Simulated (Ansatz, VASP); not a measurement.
## Ni in VASP and in Ansatz

File INCAR:

```
SYSTEM = Ni
PREC = Accurate
ENCUT = 520
EDIFF = 1E-6
ISMEAR = -1
SIGMA = 0.05
LREAL = .FALSE.
LASPH = .TRUE.
NELM = 150
ALGO = Normal
ISIF = 2
LWAVE = .FALSE.
LCHARG = .FALSE.
ISPIN = 2
MAGMOM = 1.5
LORBIT = 11
LMAXMIX = 4
GGA = PE
NBANDS = 15
```

Contents of KPOINTS:

```
Automatic mesh
0
G
  20 20 20
  0 0 0
```

The input POSCAR:

```
Ni
1.0
    0.0000000000      1.7379789558      1.7379789558
    1.7379789558      0.0000000000      1.7379789558
    1.7379789558      1.7379789558      0.0000000000
Ni
1
Direct
    0.0000000000      0.0000000000      0.0000000000
```

Input for Ansatz:

```yaml
crystal:
  lattice:
    - [0.0, 1.7379789558, 1.7379789558]
    - [1.7379789558, 0.0, 1.7379789558]
    - [1.7379789558, 1.7379789558, 0.0]
  atoms:
    - { symbol: Ni, position: [0.0, 0.0, 0.0], spin: 1.5 }
magnetization:
  spin_polarized: true
kpoints:
  mp_grid: { grid: [20, 20, 20] }
scf:
  occupations: { method: fermi_dirac, width: 0.05 }
hamiltonian:
  xc: pbe
  pseudopotentials: { kind: all_electron, lapw: { basis_error: 0.00025 } }
output:
  forces: true
  stress: true
  eigenvalues: true
```

Change from the starting cell: volume scaled by 0.95.

Alike in both runs: task single point; functional PBE; k mesh 20 × 20 × 20; occupations fermi-dirac, width 0.05 eV; collinear spin.

```csv
,VASP,Ansatz
version,VASP 6.6.1,Ansatz 0.2.0
potentials or method,"VASP PAW PBE potentials, release 64 (Ni)","all-electron LAPW, scalar-relativistic"
plane-wave cutoff (eV),520,see its input
```

VASP gave:

| Quantity | Value |
| --- | --- |
| pressure (GPa) | 7.8 |
| net moment per atom (μB) | 0.62 |
| size of the moment on the site where the two differ most (μB) | 0.63 |

**Question.** Which values does Ansatz return?

**Answer.** Pressure (GPa): 8.0; net moment per atom (μB): 0.63; size of the moment on the site where the two differ most (μB): 0.66.

Site moments also hang on the region over which each program counts them. Ansatz ran all-electron here, so the differences hold the error of VASP's frozen core and of both bases.
